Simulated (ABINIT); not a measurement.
Crystal: Gd.

```xyz
2
Lattice="3.6360 0.0000 0.0000 -1.8180 3.1489 0.0000 0.0000 0.0000 5.7826" Properties=species:S:1:pos:R:3 pbc="T T T"
Gd    1.8180    1.0496    4.3369
Gd    0.0000    2.0992    1.4457
```

Base run:

- Program: ABINIT 10.8.3 (patched build)
- Functional: PBE
- Potentials or basis: JTH PAW PBE v2.0
- Cutoff: 544 eV
- k mesh: 8 × 8 × 5
- Occupations: fermi-dirac, width 0.05 eV
- Spin: collinear spin, ferromagnetic start
- Starting moments: [7.0, 7.0] μB

Its results: band gap on the k mesh none (metal or under the smearing width); net moment 15.26 μB per cell; site moments Gd +7.16 μB.

After a change of settings the same cell gave: band gap on the k mesh none (metal or under the smearing width); net moment 15.87 μB per cell; site moments Gd +7.33 μB. Which change was it?
A. cutoff from 544 eV to 680 eV; k mesh from 8 × 8 × 5 to 5 × 5 × 3; fine-grid cutoff from 1088.46 eV to 1278.94 eV
B. cutoff from 544 eV to 680 eV; k mesh from 8 × 8 × 5 to 3 × 3 × 2; fine-grid cutoff from 1088.46 eV to 1278.94 eV
C. functional from PBE to r2SCAN; cutoff from 544 eV to 653 eV; fine-grid cutoff from 1088.46 eV to 1251.72 eV

C.

Caveats: spin-orbit coupling is left out, which moves the levels of the heavy elements.

Not every run made on this cell is shown here.
